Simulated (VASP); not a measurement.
ZrB2: relaxation of cell and atoms with PBE

Crystal: ZrB2.

```
Zr B
1.0
     3.18517    0.00000    0.00000
    -1.59258    2.75843    0.00000
     0.00000    0.00000    3.50128
Zr B
1 2
Direct
  0.00000 0.00000 0.00000
  0.33333 0.66667 0.50000
  0.66667 0.33333 0.50000
```

```
Program                : VASP 6.6.1
Task                   : relaxation of cell and atoms
Functional             : PBE
Potentials or basis    : VASP PAW PBE potentials, release 64 (Zr_sv, B)
Cutoff                 : 520 eV
k mesh                 : 3 × 3 × 2
Occupations            : gaussian, width 0.1 eV
Spin                   : no spin polarisation
Further INCAR settings : ALGO = Normal; EDIFF = 1e-07; IBRION = 2; EDIFFG = -0.002; NSW = 80; ISIF = 3
```

```json
{"Pressure after relaxing": "0.0 GPa", "Band gap on the k mesh": "none (metal or under the smearing width)"}
```

Final structure:
```yaml
crystal:
  lattice:
    - [3.18517, 0.00000, 0.00000]
    - [-1.59258, 2.75843, 0.00000]
    - [0.00000, 0.00000, 3.50128]
  atoms:
    - { symbol: Zr, position: [0.00000, 0.00000, 0.00000] }
    - { symbol: B, position: [0.33333, 0.66667, 0.50000] }
    - { symbol: B, position: [0.66667, 0.33333, 0.50000] }
```

Levels at points of the mesh, in eV from the Fermi level:
| k point | band 5 | band 6 | band 7 | band 8 | band 9 | band 10 | band 11 | band 12 | band 13 |
| --- | --- | --- | --- | --- | --- | --- | --- | --- | --- |
| (0.00, 0.00, 0.00) | -12.82 | -2.89 | -2.89 | -2.85 | -2.41 | 3.09 | 3.09 | 4.02 | 4.46 |
| (0.00, 0.00, 0.50) | -10.72 | -7.22 | -1.07 | -1.07 | 0.00 | 0.00 | 0.39 | 0.39 | 1.79 |

Wall time 4.2 s on 1 thread of AMD EPYC 7R13 Processor (Zen 3) (shared host), peak memory 0.11 GiB.

Caveat: the k mesh is coarse (spacing up to 0.90 Å⁻¹), so the values aren't converged; the relaxation stopped at its first step, so nothing moved.
